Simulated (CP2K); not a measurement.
## Mg in CP2K: convergence with r cutoff

Crystal: Mg.

```xyz
1
Lattice="3.0747 0.0000 0.0000 -1.2631 2.7853 0.0000 -0.9278 -1.3462 2.6442" Properties=species:S:1:pos:R:3 pbc="T T T"
Mg   -0.0562    0.0669    0.0509
```

The cell isn't the ideal one: cell strained at random at fixed volume.

| Quantity | Value |
| --- | --- |
| Program | CP2K 2026.2 |
| Task | single point |
| Functional | PBE |
| Dispersion | D3 |
| Potentials or basis | GTH_POTENTIALS Mg GTH-PBE-q10; DZVP-MOLOPT-SR-GTH basis |
| Density cutoff | 19048 eV |
| k mesh | 8 × 8 × 8 |
| Occupations | fermi-dirac, width 0.0259 eV |
| Spin | no spin polarisation |

These are the settings of the first run; the series varies r cutoff, with any setting tied to it.

Hardware: 1 thread of Intel(R) Xeon(R) Platinum 8488C (Sapphire Rapids) (shared host).

Question: The values tried are 6, 8, 10, 13, 17, 22, 30, loosest first. From which on does the energy stay within 1 meV/atom of the tightest run that finished?

Answer: From 13 on.

```csv
r cutoff,"energy less the tightest run, at zero smearing (meV/atom)",pressure (GPa),SCF cycles,CPU time (s),peak memory (GiB)
6,6.41,0.60,11,13,0.45
8,2.52,0.57,11,13,0.44
10,1.26,0.56,11,13,0.45
13,0.53,0.56,11,15,0.45
17,0.21,0.55,11,14,0.44
22,0.07,0.55,11,15,0.45
30,0.00,0.55,11,17,0.45
```

Against the tightest run, the pressure stays within 0.1 GPa from 6 on. The tightest run that finished is the yardstick and may itself not be fully converged.

Caveat, for the tightest run too: the magnetic or orbital state may not be the lowest; the basis of atomic orbitals isn't converged, which shifts pressures, moduli and gaps; pairwise dispersion overbinds metals, which lowers pressure and volume.
